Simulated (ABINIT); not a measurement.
# GaN (F-43m): G0W0 in ABINIT against the bands in the self-energy

Wanted: the cheapest bands in the self-energy that holds the gap of GaN (F-43m).

Program: ABINIT 10.8.3. Level of theory: PBE and many-body steps on it, plane waves. Results are calculated unless marked as measured.

Most raw output is cut from this account.

## (1) The starting structure

The structure is cubic, space group F-43m (No. 216). Conventional cell: a = 4.507 Å, b = 4.507 Å, c = 4.507 Å, α = 90.00°, β = 90.00°, γ = 90.00°. Nearest to Ga lie 4 N at 1.95 Å. Nearest to N lie 4 Ga at 1.95 Å. Farther neighbours and most contacts between anions are not listed.

The cell and positions are those that the Materials Project relaxed with its own functionals (PBE, PBE+U or r2SCAN), kept fixed. This is not the form that GaN usually takes at ambient conditions.

## (2) Screening, 6×6×6 mesh, 424 bands, screening to 435.4 eV

This step: ABINIT 10.8.3; RPA screening on PBE, plane waves, norm-conserving pseudopotentials.

The RPA dielectric matrix is built and inverted for each q.

The input, run.abi:

```
acell 3*1.0 Angstrom
rprim 
  0.000000000000 2.253500607500 2.253500607500
  2.253500607500 0.000000000000 2.253500607500
  2.253500607500 2.253500607500 0.000000000000
ntypat 2
znucl 31 7
natom 2
typat 1 2
xred 
  0.000000000000 0.000000000000 0.000000000000
  0.750000000000 0.750000000000 0.750000000000
pp_dirpath "pseudos"
pseudos "Ga.upf, N.upf"
ecut 36
ngkpt 6 6 6
nshiftk 1
shiftk 0 0 0
kptopt 1
chksymbreak 0
istwfk *1
occopt 1
irdwfk 1
optdriver 3
nband 424
ecuteps 16
inclvkb 2
awtr 1
symchi 1
indata_prefix "in"
outdata_prefix "out"
tmpdata_prefix "tmp"
```

Launch:

```sh
> OMP_NUM_THREADS=1 mpirun -n 8 abinit run.abi > log
```

Wall time 8.4 min (8 MPI ranks of Arm Neoverse V2, shared host); peak memory 4.3 GiB.

This step gave:

```yaml
eps_infinity_with_local_fields_on_this_mesh_along_the_program_s_q_direction: 6.390
the_same_without_local_fields: 6.897
plasma_frequency: 32.93 eV
plane_waves_in_the_screening_matrix: 459
```

Local fields lower ε∞ by 7 %.

## (3) 17 bands

This step: G0W0 on PBE, plane waves, norm-conserving pseudopotentials.

run.abi, as its differences from that of step 2:

```diff
@@ -23,8 +23,15 @@
 irdwfk 1
-optdriver 3
-nband 424
+optdriver 4
+nband 17
+gwcalctyp 0
+ecutsigx 36
+symsigma 1
+nkptgw 1
+kptgw 
+  0.0000000000 0.0000000000 0.0000000000
+bdgw 
+  7 13
 ecuteps 16
-inclvkb 2
-awtr 1
-symchi 1
+irdscr 1
+ppmodel 1
 indata_prefix "in"
```

Wall time 5 s (8 MPI ranks); peak memory 2.4 GiB; 39 s of CPU time.

Numbers from this step:

- G0W0 gap on the points computed: 1.758 eV
- starting gap on the mesh: 1.759 eV
- k of the valence top: 0, 0, 0
- k of the conduction bottom: 0, 0, 0
- Z at the valence top: 0.807
- Z at the conduction bottom: 0.829
- least direct G0W0 gap on the computed points: 1.758 eV

## (4) 22 bands

run.abi, as its differences from that of step 3:

```diff
@@ -24,3 +24,3 @@
 optdriver 4
-nband 17
+nband 22
 gwcalctyp 0
```

It took 5.1 s on 8 MPI ranks; peak memory 2.4 GiB; 40 s of CPU time.

This step gave:

```yaml
g0w0_gap_on_the_points_computed: 1.849 eV
starting_gap_on_the_mesh: 1.759 eV
k_of_the_valence_top: 0, 0, 0
k_of_the_conduction_bottom: 0, 0, 0
z_at_the_valence_top: 0.803
z_at_the_conduction_bottom: 0.825
least_direct_g0w0_gap_on_the_computed_points: 1.849 eV
```

## (5) 46 bands

run.abi, as its differences from that of step 4:

```diff
@@ -24,3 +24,3 @@
 optdriver 4
-nband 22
+nband 46
 gwcalctyp 0
```

It took 7.8 s on 8 MPI ranks; peak memory 2.5 GiB.

Numbers from this step:

```
G0W0 gap on the points computed              : 1.986 eV
starting gap on the mesh                     : 1.759 eV
k of the valence top                         : 0, 0, 0
k of the conduction bottom                   : 0, 0, 0
Z at the valence top                         : 0.798
Z at the conduction bottom                   : 0.821
least direct G0W0 gap on the computed points : 1.986 eV
```

## (6) 114 bands

The self-energy is evaluated for the states that the input lists, and the levels follow from it, in one-shot runs by the linearised quasiparticle equation.

run.abi, as its differences from that of step 5:

```diff
@@ -24,3 +24,3 @@
 optdriver 4
-nband 46
+nband 114
 gwcalctyp 0
```

Elapsed: 16 s, on 8 MPI ranks; peak memory 2.9 GiB.

This step gave:

| Property | Result |
| --- | --- |
| G0W0 gap on the points computed | 2.111 eV |
| starting gap on the mesh | 1.759 eV |
| k of the valence top | 0, 0, 0 |
| k of the conduction bottom | 0, 0, 0 |
| least direct G0W0 gap on the computed points | 2.111 eV |

The gap on the mesh goes from 1.76 eV to 2.11 eV, a correction of +0.35 eV.

## (7) 252 bands

run.abi, as its differences from that of step 6:

```diff
@@ -24,3 +24,3 @@
 optdriver 4
-nband 114
+nband 252
 gwcalctyp 0
```

The job ended after 31 s (8 MPI ranks; peak memory 3.6 GiB).

Numbers from this step:

```yaml
g0w0_gap_on_the_points_computed: 2.181 eV
starting_gap_on_the_mesh: 1.759 eV
k_of_the_valence_top: 0, 0, 0
k_of_the_conduction_bottom: 0, 0, 0
least_direct_g0w0_gap_on_the_computed_points: 2.181 eV
```

Against the run before, the gap moves by +0.070 eV.

## (8) 424 bands

run.abi, as its differences from that of step 7:

```diff
@@ -24,3 +24,3 @@
 optdriver 4
-nband 252
+nband 424
 gwcalctyp 0
```

Run time: 50 s. Hardware: 8 MPI ranks; peak memory 4.4 GiB; 6.6 min of CPU time.

This step gave:

```
G0W0 gap on the points computed              : 2.206 eV
starting gap on the mesh                     : 1.759 eV
k of the valence top                         : 0, 0, 0
k of the conduction bottom                   : 0, 0, 0
least direct G0W0 gap on the computed points : 2.206 eV
```

Against the run before, the gap moves by +0.025 eV.

## (9) Side by side

Times are wall times on 8 MPI ranks of Arm Neoverse V2, shared host, good to a factor of about two. A run's time includes the screening step that it read.

| run | mesh | bands | screening cutoff (eV) | DFT gap (eV) | gap on the mesh (eV) | direct (eV) | ε∞ used | time |
| --- | --- | --- | --- | --- | --- | --- | --- | --- |
| 17 bands | 6×6×6 | 17 | 435.4 | 1.759 | 1.758 | 1.758 | 6.39 | 8.4 min |
| 22 bands | 6×6×6 | 22 | 435.4 | 1.759 | 1.849 | 1.849 | 6.39 | 8.4 min |
| 46 bands | 6×6×6 | 46 | 435.4 | 1.759 | 1.986 | 1.986 | 6.39 | 8.5 min |
| 114 bands | 6×6×6 | 114 | 435.4 | 1.759 | 2.111 | 2.111 | 6.39 | 8.6 min |
| 252 bands | 6×6×6 | 252 | 435.4 | 1.759 | 2.181 | 2.181 | 6.39 | 8.9 min |
| 424 bands | 6×6×6 | 424 | 435.4 | 1.759 | 2.206 | 2.206 | 6.39 | 9.2 min |

## (10) Summary of results

| Quantity | Value |
| --- | --- |
| 17 bands | 1.758 eV |
| 22 bands | 1.849 eV |
| 46 bands | 1.986 eV |
| 114 bands | 2.111 eV |
| 252 bands | 2.181 eV |
| 424 bands | 2.206 eV |
| known limits | not at the basis limit; exchange with frozen shells missing; no spin-orbit coupling |

In words: The setting moved: bands in the self-energy. From 17 bands to 424 bands the gap moves by +0.45 eV. The last step still moves it by +0.025 eV. Bands and screening cutoff are coupled, so a series along one setting does not show full convergence. Bands and cutoff are finite, so the gap is not at the basis limit. The miss can reach some tenths of an eV and take either sign; the mesh is an error of its own. In the G0W0 runs levels were corrected at 1 k point alone, so a gap called «on the mesh» is the least over those, and an edge elsewhere would be missed. The norm-conserving file of at least one element keeps a d shell over frozen s and p shells of the same row. Exchange with those shells is missing from the self-energy, an error of 0.3 to 0.9 eV in cases checked, whose sign depends on which edge lies on those atoms. The many-body steps are scalar-relativistic: spin-orbit coupling is not in them.

[Paths, hosts, dates, memory and timing lines, banners, echoed tables and standing remarks are left out of the program output.]

[Logs are printed without paths, hosts, clocks, repeated set-up lines and the standing remarks that a program may print on its own settings, such as how far it seeks lower states.]

[Runs of the session that timed out or met a known fault of the program may be left out.]

[Hosts, paths, dates, database ids (printed as entryN), source tags and the programs' standing remarks are cut or masked in the printed files.]

[G0W0 gaps are taken among the corrected bands and points alone; a level outside them can change the order at an edge.]

[Where Ansatz stands beside ABINIT at settings called matched, ABINIT's density can come from a denser mesh and the files from another edition; pairs whose starting gaps differed by over 0.03 eV were left out, so agreement reads better than it is.]
